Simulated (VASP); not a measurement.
# BeS (F-43m) in VASP: a series of runs

The runs below take BeS through phonons, elastic constants, with LDA.

Everything below comes from runs of VASP 6.6.1. Logs are shortened: lines on timing, memory, paths and dates and some standing lists are left out, and cuts for length are marked.

**1. Starting point**

The structure is cubic, space group F-43m (No. 216). Conventional cell: a = 4.796 Å, b = 4.796 Å, c = 4.796 Å, α = 90.00°, β = 90.00°, γ = 90.00°. Be (site symmetry -43m) has 4 S at 2.08 Å as nearest neighbours. S (site symmetry -43m) is surrounded by 4 Be at 2.08 Å.

**2. Phonons, LDA**

INCAR reads:

```
PREC     = Accurate       # precision mode
ENCUT    = 520            # plane-wave cutoff, eV
EDIFF    = 1E-8           # SCF threshold, eV
ISMEAR   = 0              # smearing method
SIGMA    = 0.01           # smearing width, eV
LREAL    = False          # projectors in reciprocal space
LASPH    = True           # aspherical terms in the spheres
NELM     = 100            # most SCF steps
ALGO     = Normal         # electronic algorithm
ISIF     = 2              # what is computed and relaxed
LWAVE    = False          # write WAVECAR
LCHARG   = False          # write CHGCAR
GGA      = CA             # functional
NBANDS   = 11             # bands
IBRION   = 8              # ionic algorithm
NSW      = 1              # ionic steps
LEPSILON = True           # dielectric tensor by DFPT
```

KPOINTS reads:

```
regular mesh
0
Gamma
  8 8 8
```

POSCAR reads:

```
BeS
1.0
    0.0000000000      2.3982014402      2.3982014402
    2.3982014402      0.0000000000      2.3982014402
    2.3982014402      2.3982014402      0.0000000000
Be S
1 1
Direct
    0.0000000000      0.0000000000      0.0000000000
    0.2500000000      0.2500000000      0.2500000000
```

Potentials or basis: VASP PAW LDA potentials, release 64 (Be, S).

Started as:

```bash
$ cat potpaw_LDA.64/Be/POTCAR potpaw_LDA.64/S/POTCAR > POTCAR
$ mpirun -np 1 vasp_std > vasp.out
```

OUTCAR:

```text
PREC = Accurate
   ENCUT = 520
   EDIFF = 1E-8
   ISMEAR = 0
   LREAL = False
   LASPH = True
   NELM = 100
   ISIF = 2
   GGA = CA
   IBRION = 8
   NSW = 1
   LEPSILON = True

 ion  position               nearest neighbor table
   1  0.000  0.000  0.000-   2 2.08   2 2.08   2 2.08   2 2.08
   2  0.250  0.250  0.250-   1 2.08   1 2.08   1 2.08   1 2.08

  LATTYP: Found a face centered cubic cell.
 ALAT       =     4.7964028804

  Lattice vectors:

 A1 = (   0.0000000000,   2.3982014402,   2.3982014402)
 A2 = (   2.3982014402,   0.0000000000,   2.3982014402)
 A3 = (   2.3982014402,   2.3982014402,   0.0000000000)

Analysis of symmetry for initial positions (statically):
=====================================================================
 Subroutine PRICEL returns:
 Original cell was already a primitive cell.

 Routine SETGRP: Setting up the symmetry group for a
 face centered cubic supercell.

 Subroutine GETGRP returns: Found 24 space group operations
 (whereof 24 operations were pure point group operations)
 out of a pool of 48 trial point group operations.

The static configuration has the point symmetry T_d .

Analysis of symmetry for dynamics (positions and initial velocities):
=====================================================================
 Subroutine PRICEL returns:
 Original cell was already a primitive cell.

 Routine SETGRP: Setting up the symmetry group for a
 face centered cubic supercell.

 Subroutine GETGRP returns: Found 24 space group operations
 (whereof 24 operations were pure point group operations)
 out of a pool of 48 trial point group operations.

The dynamic configuration has the point symmetry T_d .

 Subroutine INISYM returns: Found 24 space group operations
 (whereof 24 operations are pure point group operations),
 and found     1 'primitive' translations

----------------------------------------------------------------------------------------

                                     Primitive cell

  volume of cell :      27.5859

  direct lattice vectors                    reciprocal lattice vectors
     0.000000000  2.398201440  2.398201440    -0.208489575  0.208489575  0.208489575
     2.398201440  0.000000000  2.398201440     0.208489575 -0.208489575  0.208489575
     2.398201440  2.398201440  0.000000000     0.208489575  0.208489575 -0.208489575

  length of vectors
     3.391569002  3.391569002  3.391569002     0.361114537  0.361114537  0.361114537

  position of ions in fractional coordinates (direct lattice)
     0.000000000  0.000000000  0.000000000
     0.250000000  0.250000000  0.250000000

  ion indices of the primitive-cell ions
   primitive index   ion index
                 1           1
                 2           2

----------------------------------------------------------------------------------------

 KPOINTS: regular mesh

Automatic generation of k-mesh.
 Grid dimensions read from file:
 generate k-points for:    8    8    8

 Generating k-lattice:

  Cartesian coordinates                     Fractional coordinates (reciprocal lattice)
    -0.026061197  0.026061197  0.026061197     0.125000000  0.000000000  0.000000000
     0.026061197 -0.026061197  0.026061197     0.000000000  0.125000000  0.000000000
     0.026061197  0.026061197 -0.026061197     0.000000000  0.000000000  0.125000000

[... 485 lines left out ...]
  free energy    TOTEN  =        -0.36603959 eV

  energy without entropy =       -0.36603959

------------------------ aborting loop because EDIFF is reached ----------------------------------------

--------------------------------------- Ionic step        2  -------------------------------------------

------------------------ aborting loop because EDIFF is reached ----------------------------------------

--------------------------------------- Ionic step        3  -------------------------------------------

------------------------ aborting loop because EDIFF is reached ----------------------------------------

 PIEZOELECTRIC TENSOR FIELD DIRECTION 3  (e Angst)
 -----------------------------------------------------------------------------
    -0.00056 -1.07743  0.00000           (  0.00000  0.03363  0.00000)
    -1.07743 -0.00056  0.00000           (  0.03363  0.00000  0.00000)
     0.00000  0.00000 -0.00011           (  0.00000  0.00000  0.00000)

 PIEZOELECTRIC TENSOR FIELD DIRECTION 3  (C/m^2)
 -----------------------------------------------------------------------------
    -0.00032 -0.62576  0.00000
    -0.62576 -0.00032  0.00000
     0.00000  0.00000 -0.00006

--------------------------------------- Ionic step        4  -------------------------------------------

------------------------ aborting loop because EDIFF is reached ----------------------------------------

[... ionic steps 5 to 6 ...]

--------------------------------------- Ionic step        7  -------------------------------------------

 Free energy of the ion-electron system (eV)
  ---------------------------------------------------
  ---------------------------------------------------
  free energy    TOTEN  =        -0.10098563 eV

  energy without entropy =       -0.10098563

------------------------ aborting loop because EDIFF is reached ----------------------------------------

 INTERNAL STRAIN TENSOR  FOR ION    2  DIRECTION 1   (eV/Angst):
 -----------------------------------------------------------------------------
     0.00338  0.00000  0.00000
     0.00000  0.00234 -4.97440
     0.00000 -4.97440  0.00234

 MACROSCOPIC STATIC DIELECTRIC TENSOR (including local field effects in DFT)
 ------------------------------------------------------
           5.462961     0.000000     0.000000
           0.000000     5.462961     0.000000
          -0.000000    -0.000000     5.462961
 ------------------------------------------------------

 PIEZOELECTRIC TENSOR (including local field effects)  for field in x, y, z        (e  Angst)
          XX          YY          ZZ          XY          YZ          ZX
  --------------------------------------------------------------------------------
  x     0.00000    -0.00000    -0.00000     0.00000    -1.07913    -0.00000
  y     0.00000     0.00000     0.00000     0.00000     0.00000    -1.07913
  z    -0.00000     0.00000     0.00000    -1.07913     0.00000     0.00000

 PIEZOELECTRIC TENSOR (including local field effects)  for field in x, y, z        (C/m^2)
          XX          YY          ZZ          XY          YZ          ZX
  --------------------------------------------------------------------------------
  x     0.00000    -0.00000    -0.00000     0.00000    -0.62676    -0.00000
  y     0.00000     0.00000     0.00000     0.00000     0.00000    -0.62676
  z    -0.00000     0.00000     0.00000    -0.62676     0.00000     0.00000

 BORN EFFECTIVE CHARGES (including local field effects) (in |e|, cummulative output)
 ---------------------------------------------------------------------------------
 ion    1
    1     1.54816     0.00000     0.00000
    2    -0.00000     1.54816     0.00000
    3    -0.00000    -0.00000     1.54816
 ion    2
    1    -1.54816    -0.00000    -0.00000
    2     0.00000    -1.54816    -0.00000
    3     0.00000     0.00000    -1.54816

 INTERNAL STRAIN TENSOR FOR ION    2 for displacements in x,y,z  (eV/Angst):
          X           Y           Z          XY          YZ          ZX
  --------------------------------------------------------------------------------
  x     0.00000     0.00000     0.00000     0.00000    -4.97440     0.00000
  y     0.00000     0.00000     0.00000     0.00000     0.00000    -4.97440
  z     0.00000     0.00000     0.00000    -4.97440     0.00000     0.00000

 SECOND DERIVATIVES (NOT SYMMETRIZED)
 ------------------------------------
               1X          1Y          1Z          2X          2Y          2Z
  1X    -9.017279    0.000000    0.000000    9.017279   -0.000000   -0.000000
  1Y     0.000000   -9.017279    0.000000   -0.000000    9.017279   -0.000000
  1Z     0.000000    0.000000   -9.017279   -0.000000   -0.000000    9.017279
  2X     9.026620    0.000000    0.000000   -9.026620    0.000000    0.000000
  2Y     0.000000    9.026620    0.000000    0.000000   -9.026620    0.000000
  2Z     0.000000    0.000000    9.026620    0.000000    0.000000   -9.026620

 Eigenvectors and eigenvalues of the dynamical matrix
 ----------------------------------------------------

   1 f  =   17.700710 THz   111.216841 2PiTHz  590.432131 cm-1    73.204222 meV
             X         Y         Z           dx          dy          dz
      0.000000  0.000000  0.000000    -0.000000    0.883412    0.000000
      1.199101  1.199101  1.199101    -0.000000   -0.468598    0.000000
[... 21 lines left out ...]
   6 f/i=    0.003793 THz     0.023833 2PiTHz    0.126526 cm-1     0.015687 meV
             X         Y         Z           dx          dy          dz
      0.000000  0.000000  0.000000     0.000000    0.000000   -0.468598
      1.199101  1.199101  1.199101     0.000000    0.000000   -0.883412

--------------------------------------------------------------------------------------------------------

 MACROSCOPIC STATIC DIELECTRIC TENSOR IONIC CONTRIBUTION
 ------------------------------------------------------
           1.742639     0.000000    -0.000000
           0.000000     1.742639     0.000000
          -0.000000     0.000000     1.742639
 ------------------------------------------------------

 ELASTIC MODULI CONTR FROM IONIC RELAXATION (kBar)
 Direction    XX          YY          ZZ          XY          YZ          ZX
 --------------------------------------------------------------------------------
 XX          -0.0000     -0.0000     -0.0000      0.0000      0.0000      0.0000
 YY          -0.0000     -0.0000     -0.0000      0.0000      0.0000      0.0000
 ZZ          -0.0000     -0.0000     -0.0000      0.0000      0.0000      0.0000
 XY           0.0000      0.0000      0.0000   -160.9305      0.0000     -0.0000
 YZ           0.0000      0.0000      0.0000      0.0000   -160.9305     -0.0000
 ZX           0.0000      0.0000      0.0000     -0.0000     -0.0000   -160.9305
 --------------------------------------------------------------------------------

 PIEZOELECTRIC TENSOR IONIC CONTR  for field in x, y, z        (C/m^2)
          XX          YY          ZZ          XY          YZ          ZX
  --------------------------------------------------------------------------------
  x    -0.00000    -0.00000    -0.00000    -0.00000     0.49831     0.00000
  y    -0.00000    -0.00000    -0.00000     0.00000     0.00000     0.49831
  z    -0.00000    -0.00000    -0.00000     0.49831    -0.00000     0.00000
```

Wall time 2.5 min (1 thread of Intel Xeon Platinum 8488C (Sapphire Rapids), shared host); peak memory 0.2 GiB.

What came out:

```
Electronic dielectric tensor (diagonal)                 : 5.46
Born charges (mean of the diagonal)                     : Be +1.55; S -1.55 e
Highest phonon frequency at Γ, LO-TO splitting left out : 590 cm⁻¹
```

Phonon frequencies in cm⁻¹ (negative: imaginary):
```tsv
q point	frequencies
(0.000, 0.000, 0.000)	0 0 0 590 590 590
```

Electronic dielectric tensor:
```
5.46 0.00 0.00
0.00 5.46 0.00
0.00 0.00 5.46
```

Born effective charge tensors (e):
atom 1, Be
```
1.55 0.00 0.00
0.00 1.55 0.00
0.00 0.00 1.55
```
atom 2, S
```
-1.55  0.00  0.00
 0.00 -1.55  0.00
 0.00  0.00 -1.55
```

**3. Elastic constants, LDA**

INCAR reads:

```
SYSTEM = BeS
PREC = Accurate
ENCUT = 600
EDIFF = 1E-8
ISMEAR = 0
SIGMA = 0.01
LREAL = .FALSE.
LASPH = .TRUE.
NELM = 100
ALGO = Normal
ISIF = 3
LWAVE = .FALSE.
LCHARG = .FALSE.
NBANDS = 11
IBRION = 6
NFREE = 2
POTIM = 0.015
NSW = 1
```

KPOINTS reads:

```
regular mesh
0
G
  8 8 8
  0 0 0
```

POSCAR is that of step 2.

Potentials or basis: VASP PAW LDA potentials, release 64 (Be, S).

Started as:

```bash
$ cat potpaw_LDA.64/Be/POTCAR potpaw_LDA.64/S/POTCAR > POTCAR
$ mpirun -np 1 vasp_std > vasp.out
```

It took 4.4 min on 1 thread of Intel Xeon Platinum 8488C (Sapphire Rapids), shared host; peak memory 0.21 GiB.

The run converged. Its results:

```
Elastic constants C11, C12, C44                         : 169, 69, 87 GPa
Voigt bulk modulus                                      : 102 GPa
Highest phonon frequency at Γ, LO-TO splitting left out : 590 cm⁻¹
```

Phonon frequencies in cm⁻¹ (negative: imaginary):
```tsv
q point	frequencies
(0.000, 0.000, 0.000)	0 0 0 590 590 590
```

Elastic tensor in Voigt notation (GPa, in the Cartesian axes of the cell as first typed):
```
169  69  69   0   0   0
 69 169  69   0   0   0
 69  69 169   0   0   0
  0   0   0  87   0   0
  0   0   0   0  87   0
  0   0   0   0   0  87
```

Clamped-ion elastic tensor (GPa):
```
169  69  69   0   0   0
 69 169  69   0   0   0
 69  69 169   0   0   0
  0   0   0 104   0   0
  0   0   0   0 104   0
  0   0   0   0   0 104
```
